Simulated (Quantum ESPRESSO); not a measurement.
Here is a Quantum ESPRESSO 7.5 calculation.

File pw.in:

```
&CONTROL
  calculation = 'scf'
  prefix = 'pwscf'
  outdir = './tmp'
  pseudo_dir = './pseudo'
  tprnfor = .true.
  tstress = .true.
  disk_io = 'low'
/
&SYSTEM
  ibrav = 0
  A = 2.7608
  nat = 2
  ntyp = 1
  ecutwfc = 72
  nbnd = 44
  occupations = 'smearing'
  smearing = 'fd'
  degauss = 0.00367493
  noncolin = .true.
  lspinorb = .true.
/
&ELECTRONS
  conv_thr = 4d-10
  electron_maxstep = 120
  mixing_beta = 0.5
/
ATOMIC_SPECIES
Re   186.2070 Re.upf
CELL_PARAMETERS alat
   1.0000000000    0.0000000000    0.0000000000
  -0.5000000000    0.8660254038    0.0000000000
   0.0000000000    0.0000000000    1.6148217908
ATOMIC_POSITIONS alat
Re     0.5000000000    0.2886751346    1.2111163431
Re    -0.0000000001    0.5773502692    0.4037054477
K_POINTS automatic
11 11 6 0 0 0
```

File bands.in:

```
&CONTROL
  calculation = 'bands'
  prefix = 'pwscf'
  outdir = './tmp'
  pseudo_dir = './pseudo'
  disk_io = 'low'
  verbosity = 'high'
/
&SYSTEM
  ibrav = 0
  A = 2.7608
  nat = 2
  ntyp = 1
  ecutwfc = 72
  nbnd = 44
  occupations = 'smearing'
  smearing = 'fd'
  degauss = 0.00367493
  noncolin = .true.
  lspinorb = .true.
/
&ELECTRONS
  conv_thr = 1d-08
  electron_maxstep = 120
  mixing_beta = 0.5
  diago_full_acc = .true.
/
ATOMIC_SPECIES
Re   186.2070 Re.upf
CELL_PARAMETERS alat
   1.0000000000    0.0000000000    0.0000000000
  -0.5000000000    0.8660254038    0.0000000000
   0.0000000000    0.0000000000    1.6148217908
ATOMIC_POSITIONS alat
Re     0.5000000000    0.2886751346    1.2111163431
Re    -0.0000000001    0.5773502692    0.4037054477
K_POINTS crystal
60
 0.0000000000  0.0000000000  0.0000000000 1
 0.0714285714  0.0000000000  0.0000000000 1
 0.1428571429  0.0000000000  0.0000000000 1
 0.2142857143  0.0000000000  0.0000000000 1
 0.2857142857  0.0000000000  0.0000000000 1
 0.3571428571  0.0000000000  0.0000000000 1
 0.4285714286  0.0000000000  0.0000000000 1
 0.5000000000  0.0000000000  0.0000000000 1
 0.4583333333  0.0833333333  0.0000000000 1
 0.4166666667  0.1666666667  0.0000000000 1
 0.3750000000  0.2500000000  0.0000000000 1
 0.3333333333  0.3333333333  0.0000000000 1
 0.2962962963  0.2962962963  0.0000000000 1
 0.2592592593  0.2592592593  0.0000000000 1
 0.2222222222  0.2222222222  0.0000000000 1
 0.1851851852  0.1851851852  0.0000000000 1
 0.1481481481  0.1481481481  0.0000000000 1
 0.1111111111  0.1111111111  0.0000000000 1
 0.0740740741  0.0740740741  0.0000000000 1
 0.0370370370  0.0370370370  0.0000000000 1
 0.0000000000  0.0000000000  0.0000000000 1
 0.0000000000  0.0000000000  0.1250000000 1
 0.0000000000  0.0000000000  0.2500000000 1
 0.0000000000  0.0000000000  0.3750000000 1
 0.0000000000  0.0000000000  0.5000000000 1
 0.0625000000  0.0000000000  0.5000000000 1
 0.1250000000  0.0000000000  0.5000000000 1
 0.1875000000  0.0000000000  0.5000000000 1
 0.2500000000  0.0000000000  0.5000000000 1
 0.3125000000  0.0000000000  0.5000000000 1
 0.3750000000  0.0000000000  0.5000000000 1
 0.4375000000  0.0000000000  0.5000000000 1
 0.5000000000  0.0000000000  0.5000000000 1
 0.4666666667  0.0666666667  0.5000000000 1
 0.4333333333  0.1333333333  0.5000000000 1
 0.4000000000  0.2000000000  0.5000000000 1
 0.3666666667  0.2666666667  0.5000000000 1
 0.3333333333  0.3333333333  0.5000000000 1
 0.3030303030  0.3030303030  0.5000000000 1
 0.2727272727  0.2727272727  0.5000000000 1
 0.2424242424  0.2424242424  0.5000000000 1
 0.2121212121  0.2121212121  0.5000000000 1
 0.1818181818  0.1818181818  0.5000000000 1
 0.1515151515  0.1515151515  0.5000000000 1
 0.1212121212  0.1212121212  0.5000000000 1
 0.0909090909  0.0909090909  0.5000000000 1
 0.0606060606  0.0606060606  0.5000000000 1
 0.0303030303  0.0303030303  0.5000000000 1
 0.0000000000  0.0000000000  0.5000000000 1
 0.5000000000  0.0000000000  0.5000000000 1
 0.5000000000  0.0000000000  0.4000000000 1
 0.5000000000  0.0000000000  0.3000000000 1
 0.5000000000  0.0000000000  0.2000000000 1
 0.5000000000  0.0000000000  0.1000000000 1
 0.5000000000  0.0000000000  0.0000000000 1
 0.3333333333  0.3333333333  0.0000000000 1
 0.3333333333  0.3333333333  0.1250000000 1
 0.3333333333  0.3333333333  0.2500000000 1
 0.3333333333  0.3333333333  0.3750000000 1
 0.3333333333  0.3333333333  0.5000000000 1
```

Potentials or basis: PseudoDojo 0.4 FR PBE standard.

Run with:

```console
$ OMP_NUM_THREADS=1 pw.x -in pw.in > pw.out
$ OMP_NUM_THREADS=1 pw.x -in bands.in > bands.out
```

Q: What does it give for the pressure?

A: 7.3 GPa.

Q: Estimate the band gap on the k mesh.

A: None (metal or under the smearing width).

Levels at the corners of the path, in eV from the Fermi level:
```tsv
point	band 27	band 28	band 29	band 30	band 31	band 32	band 33	band 34
Γ	-1.22	-1.22	-0.41	-0.41	0.10	0.10	0.47	0.47
M	-1.45	-1.45	-0.56	-0.56	4.00	4.00	4.19	4.19
K	-2.12	-2.12	-0.02	-0.02	2.84	2.84	3.25	3.25
Γ	-1.22	-1.22	-0.41	-0.41	0.10	0.10	0.47	0.47
A	-2.03	-2.03	-1.44	-1.44	-1.44	-1.44	2.48	2.48
L	0.22	0.22	0.91	0.91	0.91	0.91	4.22	4.22
H	-2.21	-2.21	-0.20	-0.20	0.32	0.32	3.30	3.30
A	-2.03	-2.03	-1.44	-1.44	-1.44	-1.44	2.48	2.48
L	0.22	0.22	0.91	0.91	0.91	0.91	4.22	4.22
M	-1.45	-1.45	-0.56	-0.56	4.00	4.00	4.19	4.19
K	-2.12	-2.12	-0.02	-0.02	2.84	2.84	3.25	3.25
H	-2.21	-2.21	-0.20	-0.20	0.32	0.32	3.30	3.30
```
